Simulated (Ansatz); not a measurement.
# AlN (P6_3mc) in Ansatz: notebook

One crystal, AlN, is run at these levels: RPBE+D4; tasks: single point, equation of state.

Everything below comes from runs of Ansatz 0.2.0. Logs are shortened: lines on timing, memory, paths and dates and some standing lists are left out, and cuts for length are marked.

### 1 The structure

Symmetry: P6_3mc, No. 186, hexagonal system. Conventional cell: a = 3.113 Å, b = 3.113 Å, c = 4.981 Å, α = 90.00°, β = 90.00°, γ = 120.00°. Al (site symmetry 3m) has 4 N at 1.89 Å as nearest neighbours. N (site symmetry 3m) has 4 Al at 1.89 Å as nearest neighbours.

### 2 Single point, RPBE+D4, 9.82 Å³/atom (volume scaled by 0.94)

File input.yaml:

```yaml
crystal:
  lattice:
    - [3.0494515564, 0.0, 0.0]
    - [-1.5247257782, 2.6409025155, 0.0]
    - [0.0, 0.0, 4.8793184075]
  atoms:
    - { symbol: Al, position: [0.6666666667, 0.3333333333, 0.5] }
    - { symbol: Al, position: [0.3333333333, 0.6666666667, 0.0] }
    - { symbol: "N", position: [0.6666666667, 0.3333333333, 0.88] }
    - { symbol: "N", position: [0.3333333333, 0.6666666667, 0.38] }
hamiltonian:
  xc: rpbe
  pseudopotentials: { kind: paw }
  dispersion: d4
kpoints:
  mp_grid: { grid: [10, 10, 6] }
scf:
  occupations: { method: fermi_dirac, width: 0.05 }
output:
  forces: true
  stress: true
  eigenvalues: true
```

Potentials or basis: Ansatz PAW.

Launch:

```console
> ansatz run input.yaml --threads 2 --pin off --max-ram 5120MiB --backend cpu --events-out ev --progress --plain --runs-dir out
```

Output:

```text
Warning: RAYON_NUM_THREADS=2 ignored (pool sized by the plan → 2); use --threads N
Engine: ansatz 0.2.0, aarch64-unknown-linux-gnu
Pseudopotentials: kind: paw
Pseudopotential: Al, paw, valence charge 3, recommended cutoff 420 eV (normal), Al.paw.azcp
Pseudopotential: N, paw, valence charge 5, recommended cutoff 420 eV (normal), N.paw.azcp
Functional definition: RPBE
  parameter kappa = 0.804
  parameter beta = 0.06672455060314922
  exchange = rpbe_x(kappa = kappa, mu = beta*pi^2/3)
  correlation = pbe_c(beta = beta)
Crystal: 4 atoms, lattice volume = 39.295 Å³
Basis set: ecut = 420 eV, 761 PW (Γ), exchange–correlation on 48×48×72 points (8 copies of the dense FFT grid, shifted against one another)
Bands: 12, of which v1, the nominal top of the filled ones, is band 8 counted from 1 (7 counted from 0)
Symmetry: 12 space group operations
Space group: P63mc (ITA 186), of the structure as read, at distance tolerance 3.4e-5 Å
k-points: 56 of 600 (time reversal used)
Non-local potential: Al, projectors of the file, l = 0: 2, l = 1: 2, l = 2: 1
Non-local potential: N, projectors of the file, l = 0: 2, l = 1: 2, l = 2: 1
PAW form: soft (Blöchl's): semilocal exchange-correlation on the pseudo side does not see the compensation charge
PAW frozen core: Al, regenerated for the run's functional, and the local potential with it (the file was generated under x = pbe(κ = 0.804, μ = 0.2195149727645171), c = pbe(β = 0.06672455060314922))
PAW frozen core: N, regenerated for the run's functional, and the local potential with it (the file was generated under x = pbe(κ = 0.804, μ = 0.2195149727645171), c = pbe(β = 0.06672455060314922))
PAW one-centre angular grid: Al, 110 points (default); XC on 64 Gauss nodes
PAW one-centre angular grid: N, 110 points (default); XC on 64 Gauss nodes
Initial density: superposition of atomic densities (neutral atoms: chi_scale 0, normalization atom), corrected by the library's trained network
Initial wavefunctions: pseudopotential atomic-orbital guess
Functional: x = rpbe, c = pbe(β = 0.06672455060314922)
SCF iter   1: F=—  HF=-1859.734281 eV  |F-HF|=—  |Δ(HF+E_count)|=         —  Δρ=2.45e-3  dr2=1.25e-3  ethr=1.77e-3  ⟨swp⟩=5.6  Hψ=4403  notcnv=0
preconditioner: auto → none  [insulator: Δε(μ)=4.794 eV  Ē_g=13.699 eV  σ=0.050 eV  W_gap=1.00  n_scr=2 (ndim 8)  ℏωp=23.7 eV  f_vac=0.000  D(μ)=0.00/eV (n_scr^D=0)  ε∞_Penn≈4.0]
SCF iter   2: F=—  HF=-1859.734359 eV  |F-HF|=—  |Δ(HF+E_count)|=   7.80e-5  Δρ=1.26e-3  dr2=2.54e-4  ethr=7.80e-6  ⟨swp⟩=2.0  Hψ=1357  notcnv=0
SCF iter   3: F=—  HF=-1859.734405 eV  |F-HF|=—  |Δ(HF+E_count)|=   4.58e-5  Δρ=1.20e-4  dr2=5.32e-6  ethr=1.59e-6  ⟨swp⟩=2.0  Hψ=1104  notcnv=0
SCF iter   4: F=—  HF=-1859.734171 eV  |F-HF|=—  |Δ(HF+E_count)|=   2.34e-4  Δρ=1.81e-5  dr2=6.49e-8  ethr=6.25e-10  ⟨swp⟩=3.6  Hψ=3252  notcnv=0
iter 5 did not close the SCF: its close was put off for the readings that it lacked (scf_convergence_deferred on its scf_iter line)
SCF iter   5: F=-1859.734171 eV  HF=-1859.734171 eV  |F-HF|=5.89e-9  |Δ(HF+E_count)|=   1.40e-7  Δρ=4.10e-6  dr2=3.49e-9  ethr=4.05e-10  ⟨swp⟩=2.0  Hψ=1097  notcnv=0
SCF iter   6: F=-1859.734171 eV  HF=-1859.734171 eV  |F-HF|=7.00e-11  |Δ(HF+E_count)|=   6.80e-9  Δρ=3.76e-7  dr2=2.59e-11  ethr=2.18e-11  ⟨swp⟩=1.4  Hψ=2054  notcnv=0
SCF 1 converged in 6 iterations: F = -1859.734171 eV  dr2 = 2.59e-11
SCF converged after 6 iterations
Free energy (F): -1859.734171 eV
Harris-Foulkes:  -1859.734171 eV  (|F-HF|=7.00e-11)
Internal energy: -1859.734171 eV  (E = F + TS)
E sigma→0 (E₀):  -1859.734171 eV
Fermi energy:    10.346171 eV
--- Per-component energies (eV) ---
  E_band       = 40.940087
  E_kinetic    = 325.098457
  E_local      = -435.643247  (includes V_loc(G=0)·N_el)
  E_nonlocal   = 109.959613
  E_hartree    = 152.859775
  E_xc         = -206.081225
  E_vxc        = -218.274879  (∫ρ·V_xc dr)
  E_paw        = -1199.124176  (= ΣΔE_a)
  E_vpaw       = -45.919614  (= ΣTr[D̂ρ^β])
  E_aug_tail   = 0.000197  (compensation charges beyond the density's cutoff)
  E_ewald      = -603.993120
  E_disp       = -2.739341  (pairwise vdW)
  E_core_change = -0.071104  (= ΣΔE_core)
  E_smearing   = -0.000000  (= −TS)
  E_closure    = 0.000000  (closes the sum)
  Σ components = -1859.734171   (vs F -1859.734171, Δ=0.00e0)
--- Forces (eV/Å), atoms counted from 1 ---
  atom   1  Al     0.00000000    -0.00000000    -0.17438318
  atom   2  Al    -0.00000000     0.00000000    -0.17438318
  atom   3  N     -0.00000000     0.00000000     0.17435325
  atom   4  N      0.00000000    -0.00000000     0.17435325
  max |Σ_I F_I| component: 5.99e-5 eV/Å
--- Stress (GPa, compression-positive) ---
        9.439115       0.000000       0.000000
        0.000000       9.439115       0.000000
        0.000000       0.000000      10.783976
  P = ⅓ Tr σ = 9.8874 GPa (98.874 kbar)
--- Band table (eV; the first three rows and the last of 56) ---
  k-point 0: bands = ["-7.6540", "-5.3411", "1.6958", "7.0619", "7.0619", "7.7230", "7.7230", "7.9190", "12.7117", "15.2150", "19.1160", "19.6320"]
  k-point 1: bands = ["-7.5408", "-5.5686", "2.0921", "7.1038", "7.1038", "7.3206", "7.6762", "7.6762", "13.1901", "15.2812", "18.9400", "19.5919"]
  k-point 2: bands = ["-7.2120", "-6.1047", "3.1239", "6.0039", "7.2201", "7.2201", "7.5505", "7.5505", "14.1421", "15.3302", "18.6730", "19.6372"]
  k-point 55: bands = ["-4.9572", "-4.9572", "2.8707", "2.8707", "4.1197", "4.1197", "7.1028", "7.1028", "15.3184", "15.3184", "16.6047", "16.6047"]
```

Run time: 2.1 s. Hardware: 2 threads of Arm Neoverse V1, shared host; peak memory 0.31 GiB.

What came out:

```
Free energy            : -1859.7342 eV
Pressure               : 9.9 GPa
Largest force          : 0.174 eV/Å
Band gap on the k mesh : 4.79 eV, direct
```

Caveat: the pressure holds a Pulay correction of +0.5 GPa for the finite cutoff; the PAW data sets come from PBE, with cores solved anew for the run's functional, which leaves a small shift of forces and pressure.

### 3 Single point, RPBE+D4, 10.03 Å³/atom (volume scaled by 0.96)

Edit input.yaml of step 2 so:

```diff
@@ -2,5 +2,5 @@
   lattice:
-    - [3.0494515564, 0.0, 0.0]
-    - [-1.5247257782, 2.6409025155, 0.0]
-    - [0.0, 0.0, 4.8793184075]
+    - [3.070927275, 0.0, 0.0]
+    - [-1.5354636375, 2.6595010333, 0.0]
+    - [0.0, 0.0, 4.9136809369]
   atoms:
```

Potentials or basis: Ansatz PAW.

Launch:

```console
> ansatz run input.yaml --threads 2 --pin off --max-ram 5120MiB --backend cpu --events-out ev --progress --plain --runs-dir out
```

Run time: 2.1 s. Hardware: 2 threads of Arm Neoverse V1, shared host; peak memory 0.32 GiB.

The run converged. Its results:

- Free energy: -1859.7729 eV
- Pressure: 5.0 GPa
- Largest force: 0.157 eV/Å
- Band gap on the k mesh: 4.60 eV, direct

Caveat: the pressure holds a Pulay correction of +0.5 GPa for the finite cutoff; the PAW data sets come from PBE, with cores solved anew for the run's functional, which leaves a small shift of forces and pressure.

### 4 Single point, RPBE+D4, 10.24 Å³/atom (volume scaled by 0.98)

Edit input.yaml of step 3 so:

```diff
@@ -2,5 +2,5 @@
   lattice:
-    - [3.070927275, 0.0, 0.0]
-    - [-1.5354636375, 2.6595010333, 0.0]
-    - [0.0, 0.0, 4.9136809369]
+    - [3.092106753, 0.0, 0.0]
+    - [-1.5460533765, 2.6778429994, 0.0]
+    - [0.0, 0.0, 4.9475694625]
   atoms:
```

Launch:

```console
> ansatz run input.yaml --threads 2 --pin off --max-ram 5120MiB --backend cpu --events-out ev --progress --plain --runs-dir out
```

Run time: 2.1 s. Hardware: 2 threads of Arm Neoverse V1, shared host; peak memory 0.32 GiB.

It converged, with:

| Quantity | Value |
| --- | --- |
| Free energy | -1859.7875 eV |
| Pressure | 0.6 GPa |
| Largest force | 0.142 eV/Å |
| Band gap on the k mesh | 4.42 eV, direct |

Caveat: the pressure holds a Pulay correction of +0.4 GPa for the finite cutoff; the PAW data sets come from PBE, with cores solved anew for the run's functional, which leaves a small shift of forces and pressure.

### 5 Single point, RPBE+D4, 10.45 Å³/atom

Edit input.yaml of step 4 so:

```diff
@@ -2,5 +2,5 @@
   lattice:
-    - [3.092106753, 0.0, 0.0]
-    - [-1.5460533765, 2.6778429994, 0.0]
-    - [0.0, 0.0, 4.9475694625]
+    - [3.113, 0.0, 0.0]
+    - [-1.5565, 2.695937082, 0.0]
+    - [0.0, 0.0, 4.981]
   atoms:
@@ -22 +22,5 @@
   eigenvalues: true
+  write_density: true
+  write_potential: true
+  elf: true
+  volumetric_format: npy
```

Launch:

```console
> ansatz run input.yaml --threads 2 --pin off --max-ram 5120MiB --backend cpu --events-out ev --progress --plain --runs-dir out
```

Run time: 2.7 s. Hardware: 2 threads of Arm Neoverse V1, shared host; peak memory 0.32 GiB.

Results (log left out):

```yaml
Free_energy: -1859.7803 eV
Pressure: -3.3 GPa
Largest_force: 0.127 eV/Å
Band_gap_on_the_k_mesh: 4.25 eV, direct
```

Caveat: the pressure holds a Pulay correction of +0.4 GPa for the finite cutoff; the PAW data sets come from PBE, with cores solved anew for the run's functional, which leaves a small shift of forces and pressure.

### 6 Single point, RPBE+D4, 10.66 Å³/atom (volume scaled by 1.02)

Edit input.yaml of step 5 so:

```diff
@@ -2,5 +2,5 @@
   lattice:
-    - [3.113, 0.0, 0.0]
-    - [-1.5565, 2.695937082, 0.0]
-    - [0.0, 0.0, 4.981]
+    - [3.1336164949, 0.0, 0.0]
+    - [-1.5668082474, 2.7137914903, 0.0]
+    - [0.0, 0.0, 5.0139877163]
   atoms:
@@ -22,5 +22 @@
   eigenvalues: true
-  write_density: true
-  write_potential: true
-  elf: true
-  volumetric_format: npy
```

Potentials or basis: Ansatz PAW.

Launch:

```console
> ansatz run input.yaml --threads 2 --pin off --max-ram 5120MiB --backend cpu --events-out ev --progress --plain --runs-dir out
```

It took 2 s on 2 threads of Arm Neoverse V1, shared host; peak memory 0.32 GiB.

It converged, with:

```yaml
Free_energy: -1859.7534 eV
Pressure: -6.9 GPa
Largest_force: 0.113 eV/Å
Band_gap_on_the_k_mesh: 4.08 eV, direct
```

Caveat: the pressure holds a Pulay correction of +0.4 GPa for the finite cutoff; the PAW data sets come from PBE, with cores solved anew for the run's functional, which leaves a small shift of forces and pressure.

### 7 Single point, RPBE+D4, 10.87 Å³/atom (volume scaled by 1.04)

Edit input.yaml of step 6 so:

```diff
@@ -2,5 +2,5 @@
   lattice:
-    - [3.1336164949, 0.0, 0.0]
-    - [-1.5668082474, 2.7137914903, 0.0]
-    - [0.0, 0.0, 5.0139877163]
+    - [3.1539652241, 0.0, 0.0]
+    - [-1.576982612, 2.7314140067, 0.0]
+    - [0.0, 0.0, 5.0465469904]
   atoms:
```

Launch:

```console
> ansatz run input.yaml --threads 2 --pin off --max-ram 5120MiB --backend cpu --events-out ev --progress --plain --runs-dir out
```

Run time: 2.1 s. Hardware: 2 threads of Arm Neoverse V1, shared host; peak memory 0.32 GiB.

The run converged. Its results:

| Quantity | Value |
| --- | --- |
| Free energy | -1859.7086 eV |
| Pressure | -10.2 GPa |
| Largest force | 0.100 eV/Å |
| Band gap on the k mesh | 3.91 eV, direct |

Caveat: the pressure holds a Pulay correction of +0.4 GPa for the finite cutoff; the PAW data sets come from PBE, with cores solved anew for the run's functional, which leaves a small shift of forces and pressure.

### 8 Single point, RPBE+D4, 11.08 Å³/atom (volume scaled by 1.06)

Edit input.yaml of step 7 so:

```diff
@@ -2,5 +2,5 @@
   lattice:
-    - [3.1539652241, 0.0, 0.0]
-    - [-1.576982612, 2.7314140067, 0.0]
-    - [0.0, 0.0, 5.0465469904]
+    - [3.1740547162, 0.0, 0.0]
+    - [-1.5870273581, 2.7488120173, 0.0]
+    - [0.0, 0.0, 5.0786914685]
   atoms:
@@ -22 +22,5 @@
   eigenvalues: true
+  write_density: true
+  write_potential: true
+  elf: true
+  volumetric_format: npy
```

Launch:

```console
> ansatz run input.yaml --threads 2 --pin off --max-ram 5120MiB --backend cpu --events-out ev --progress --plain --runs-dir out
```

It took 2.7 s on 2 threads of Arm Neoverse V1, shared host; peak memory 0.33 GiB.

Results (log left out):

```
Free energy            : -1859.6476 eV
Pressure               : -13.1 GPa
Largest force          : 0.088 eV/Å
Band gap on the k mesh : 3.75 eV, direct
```

Caveat: the pressure holds a Pulay correction of +0.4 GPa for the finite cutoff; the PAW data sets come from PBE, with cores solved anew for the run's functional, which leaves a small shift of forces and pressure.

### 9 Equation of state, RPBE+D4

Potentials or basis: Ansatz PAW.

This step only gathers the single runs of the series.

Results:

| Property | Result |
| --- | --- |
| Equilibrium volume | 10.27 Å³/atom |
| Bulk modulus at fixed shape and positions | 202 GPa |
| Pressure derivative of the bulk modulus | 3.9 |

Energy against volume, from the lowest point:
```
volume (Å³/atom)  energy (meV/atom)
           9.824              13.33
          10.033               3.65
          10.242               0.00
          10.451               1.81
          10.660               8.53
          10.869              19.74
          11.078              34.98
```

Caveat: the potentials were made for another functional, which shifts forces and pressure; the cell was scaled at fixed shape and fractional positions, which overstates the stiffness of a crystal with free parameters, most of all of layers and chains.
